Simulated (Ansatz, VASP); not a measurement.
## One calculation of V, two programs

INCAR

```
SYSTEM = V
ALGO     = Normal         ! electronic algorithm
EDIFF    = 1E-6           ! SCF threshold, eV
ENCUT    = 520            ! plane-wave cutoff, eV
ISIF     = 2              ! what is computed and relaxed
ISMEAR   = -1             ! smearing method
LASPH    = .True.         ! aspherical terms in the spheres
LCHARG   = .False.        ! write CHGCAR
LREAL    = .False.        ! projectors in reciprocal space
LWAVE    = .False.        ! write WAVECAR
NBANDS   = 12             ! bands
NELM     = 100            ! most SCF steps
PREC     = Accurate       ! precision mode
SIGMA    = 0.03           ! smearing width, eV
```

File KPOINTS:

```
k-points
0
Gamma
  15 15 15
  0 0 0
```

POSCAR

```
V
1.0
   -1.4636513664      1.4636513664      1.4636513664
    1.4636513664     -1.4636513664      1.4636513664
    1.4636513664      1.4636513664     -1.4636513664
V
1
Direct
    0.0000000000      0.0000000000      0.0000000000
```

Input for Ansatz:

```yaml
crystal:
  lattice:
    - [-1.4636513664, 1.4636513664, 1.4636513664]
    - [1.4636513664, -1.4636513664, 1.4636513664]
    - [1.4636513664, 1.4636513664, -1.4636513664]
  atoms:
    - { symbol: V, position: [0.0, 0.0, 0.0] }
hamiltonian:
  xc: lda
  pseudopotentials:
    kind: paw
    azcp:
      V: "pseudopotentials/V.paw.azcp"
basis:
  ecutwfc: 420
  fft_grid_basis: typed
kpoints:
  mp_grid: { grid: [15, 15, 15], shift: [0, 0, 0] }
magnetization:
  spin_polarized: false
scf:
  occupations: { method: fermi_dirac, width: 0.03 }
  lower_state_search: "off"
output:
  stress: true
```

Alike in both runs: task single point; functional LDA; k mesh 15 × 15 × 15; occupations fermi-dirac, width 0.03 eV; no spin polarisation.

```csv
,VASP,Ansatz
version,VASP 6.6.1,Ansatz 0.2.0
potentials or method,"VASP PAW LDA potentials, release 64 (V_sv)","plane waves (420 eV) with PAW, scalar-relativistic"
plane-wave cutoff (eV),520,420
valence electrons in the cell,13,13
```

VASP gave:

```
pressure (GPa) : 0.2
```

What did Ansatz give for the same quantities?

Pressure (GPa): -0.3.

Ansatz warned: «pseudo_functional_mismatch».
